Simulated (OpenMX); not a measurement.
## Ag in OpenMX: convergence with NumGridK

Input of the first run (NumGridK 400 200); the others differ in this setting and in those tied to it:

File Ag.dat:

```
System.CurrrentDirectory             ./
System.Name                          Ag
DATA.PATH                            ./DFT_DATA13
level.of.stdout                      1
level.of.fileout                     0
Species.Number                       1
<Definition.of.Atomic.Species
  Ag  Ag7.0-s3p2d2           Ag_PBE13
Definition.of.Atomic.Species>

Atoms.Number                         1
Atoms.SpeciesAndCoordinates.Unit     FRAC
<Atoms.SpeciesAndCoordinates
    1  Ag   -0.0012040000    0.0003580000    0.0037090000   8.500  8.500
Atoms.SpeciesAndCoordinates>

Atoms.UnitVectors.Unit               Ang
<Atoms.UnitVectors
     0.0136830000    2.0646500000    2.0479720000
     2.0360530000    0.0035970000    2.0580590000
     2.0228570000    2.0615400000    0.0167930000
Atoms.UnitVectors>

scf.XcType                           GGA-PBE
scf.SpinPolarization                 off
scf.ElectronicTemperature            580.226
scf.energycutoff                     400.0
scf.maxIter                          100
scf.EigenvalueSolver                 band
scf.Kgrid                            9 9 9
scf.Mixing.Type                      rmm-diisk
scf.Init.Mixing.Weight               0.05
scf.Min.Mixing.Weight                0.001
scf.Max.Mixing.Weight                0.3
scf.Mixing.History                   25
scf.Mixing.StartPulay                8
scf.criterion                        1.0e-8
scf.stress.tensor                    on
MD.Type                              nomd
1DFFT.EnergyCutoff                   400.0
1DFFT.NumGridK                       200
```

Potentials or basis: OpenMX 2013 PBE set, Ag7.0-s3p2d2, grid cutoff 400 Ry.

The run is started by

```bash
$ openmx Ag.dat -nt 1 > Ag.std
```

The cell isn't the ideal one: cell strained at random at fixed volume.

Hardware: 1 thread of Arm Neoverse V2, with other jobs on the host.

```csv
NumGridK,"energy less the tightest run, at zero smearing (meV/atom)",SCF cycles,CPU time (s),peak memory (GiB)
400 200,3.03,14,27,0.46
900 350,2.09,13,26,0.46
1600 500,0.58,15,29,0.46
2500 700,0.63,15,30,0.46
3600 900,0.18,15,30,0.46
4900 1200,0.00,15,31,0.46
```

Against the tightest run, the energy stays within 1 meV/atom from 1600 500 on. Values are those asked for, which the program may round to a finer grid. The tightest run that finished is the yardstick and may itself not be fully converged.

Caveat, for the tightest run too: the basis of atomic orbitals isn't converged, which shifts pressures, moduli and gaps.
